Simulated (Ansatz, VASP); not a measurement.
## PtSe2 in VASP and in Ansatz

```
Pt Se
1.0
     3.82659    0.00000    0.00000
    -1.91330    3.31392    0.00000
     0.00000    0.00000    6.63136
Pt Se
1 2
Cartesian
  0.0000 0.0000 0.0000
  1.9133 1.1046 5.3651
  0.0000 2.2093 1.2662
```

Change from the starting cell: equal strain along all axes, cell held, atoms relaxed: +2.0 %.

Alike in both runs: functional PBE; k mesh 12 × 12 × 4; occupations gaussian, width 0.02 eV; no spin polarisation.

Ansatz relaxed the structure, and its values are those at the end. VASP's run is a single point on that final structure, the one shown.

```csv
,VASP,Ansatz
version,VASP 6.6.1,Ansatz 0.2.0
potentials or method,"VASP PAW PBE potentials, release 64 (Pt, Se)","scalar-relativistic, plane waves, PAW"
plane-wave cutoff (eV),520,420
valence electrons in the cell,22,50
```

VASP gave:

```
gap on the k mesh at the Fermi level (eV) : 0.81
least direct gap on the mesh (eV)         : 0.94
pressure (GPa)                            : -1.8
```

Q: Estimate Ansatz's values.

A: gap on the k mesh at the Fermi level (eV): 0.82; least direct gap on the mesh (eV): 0.95; pressure (GPa): -1.8.

With one functional, cell and mesh, what is left measures potentials, basis and numerics. The two sets of potentials don't hold the same shells in valence. Ansatz warned: «stress_scf_threshold_loose».

Caveats: spin-orbit coupling is left out, which moves the levels of the heavy elements; this functional lacks dispersion, which binds the layers, so the pressure and a relaxed spacing across them are unreliable. A k mesh can miss the band edges.
